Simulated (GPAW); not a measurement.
Write an ASE script for GPAW 26.7.0 that does the following.

```
Task                : single point
Functional          : PBE
Potentials or basis : GPAW PAW data sets (gpaw-data 1.2.1)
Cutoff              : 600 eV
Basis               : pw
k mesh              : 10 × 10 × 10
Occupations         : fermi-dirac, width 0.05 eV
Spin                : no spin polarisation
Maxiter             : 150
```

Crystal: Hf.

```
Hf
1.0
    -1.80500    1.80500    1.80500
     1.80500   -1.80500    1.80500
     1.80500    1.80500   -1.80500
Hf
1
Direct
  0.00000 0.00000 0.00000
```

This isn't the form of Hf at room conditions, which is hcp.

One way to write it, as run:

run.py

```python
from ase import Atoms
from ase.dft.bandgap import bandgap
from ase.io import write
from ase.units import Bohr, GPa
from gpaw import GPAW, PW
from gpaw.elf import elf_from_dft_calculation

atoms = Atoms(['Hf'],
              cell=[[-1.805, 1.805, 1.805],
                    [1.805, -1.805, 1.805],
                    [1.805, 1.805, -1.805]],
              scaled_positions=[[0.0, 0.0, 0.0]],
              pbc=True)

calc = GPAW(mode=PW(600),
            xc='PBE',
            kpts={'size': (10, 10, 10), 'gamma': True},
            occupations={'name': 'fermi-dirac', 'width': 0.05},
            nbands=14,
            convergence={'density': 1e-05, 'energy': 1e-05},
            maxiter=150,
            txt='gpaw.txt')
atoms.calc = calc
energy = atoms.get_potential_energy()
forces = atoms.get_forces()
stress = atoms.get_stress()
calc.write('gs.gpw')
write('result.traj', atoms)
print(f'Energy: {energy:.6f} eV')
print('Forces (eV/A):')
print(forces.round(4))
print('Stress (GPa):', (stress / GPa).round(3))
print('Fermi level:', round(calc.get_fermi_level(), 4), 'eV')
print(f'Gap: {bandgap(calc)[0]:.4f} eV, direct: {bandgap(calc, direct=True)[0]:.4f} eV')

# fields on the real-space grid
write('density.cube', atoms, data=calc.get_pseudo_density() * Bohr**3)
write('potential.cube', atoms, data=calc.get_electrostatic_potential())
write('elf.cube', atoms, data=elf_from_dft_calculation(calc).data)
```

Potentials or basis: GPAW PAW data sets (gpaw-data 1.2.1), pw.

The run is started by

```bash
$ OMP_NUM_THREADS=1 python run.py
```

It gave:

* Pressure: -4.6 GPa
* Band gap on the k mesh: none (metal or under the smearing width)

Wall time 7.6 s on 1 thread of Intel(R) Xeon(R) 6975P-C (Granite Rapids), on a shared host, peak memory 0.14 GiB.
